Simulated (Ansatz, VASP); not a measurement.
## One calculation of MgB2, two programs

File INCAR:

```
SYSTEM = MgB2
PREC = Accurate
ENCUT = 520
EDIFF = 1E-8
ISMEAR = -1
SIGMA = 0.05
LREAL = .False.
LASPH = .True.
NELM = 100
ALGO = Normal
ISIF = 2
LWAVE = .False.
LCHARG = .False.
GGA = PE
LEFG = .True.
NBANDS = 11
```

The input KPOINTS:

```
regular mesh
0
Gamma
  12 12 9
  0 0 0
```

The input POSCAR:

```
MgB2
1.0
    3.0850007055      0.0000000000      0.0000000000
   -1.5425003528      2.6716889817      0.0000000000
    0.0000000000      0.0000000000      3.4525400000
Mg B
1 2
Direct
    0.0000000000      0.0000000000      0.0000000000
    0.3333333333      0.6666666667      0.5000000000
    0.6666666667      0.3333333333      0.5000000000
```

Input for Ansatz:

```yaml
crystal:
  lattice:
    - [3.0850007055, 0.0, 0.0]
    - [-1.5425003528, 2.6716889817, 0.0]
    - [0.0, 0.0, 3.45254]
  atoms:
    - { symbol: Mg, position: [0.0, 0.0, 0.0] }
    - { symbol: B, position: [0.3333333333, 0.6666666667, 0.5] }
    - { symbol: B, position: [0.6666666667, 0.3333333333, 0.5] }
kpoints:
  mp_grid: { grid: [12, 12, 9] }
scf:
  occupations: { method: fermi_dirac, width: 0.05 }
hamiltonian:
  xc: pbe
  pseudopotentials: { kind: all_electron, datasets: crystal }
output:
  forces: true
  stress: true
  eigenvalues: true
  efg: { contact_densities: true }
```

Change from the starting cell: zz strain of -2 %, crystal datasets.

Alike in both runs: task electric field gradients; functional PBE; k mesh 12 × 12 × 9; occupations fermi-dirac, width 0.05 eV; no spin polarisation.

```csv
,VASP,Ansatz
version,VASP 6.6.1,Ansatz 0.2.0
potentials or method,"VASP PAW PBE potentials, release 64 (Mg, B)","all-electron PAW with datasets made for the crystal, scalar-relativistic"
plane-wave cutoff (eV),520,see its input
```

```csv
,VASP,Ansatz,Ansatz less VASP
pressure (GPa),1.0,1.2,+0.20
largest component of the traceless stress (GPa),3.72,3.86,+0.147
Vzz of the field gradient on the site that differs most (V/Å²),19.0,16.9,-2.05
```

Ansatz ran all-electron here, so the differences hold the error of VASP's frozen core and of both bases.
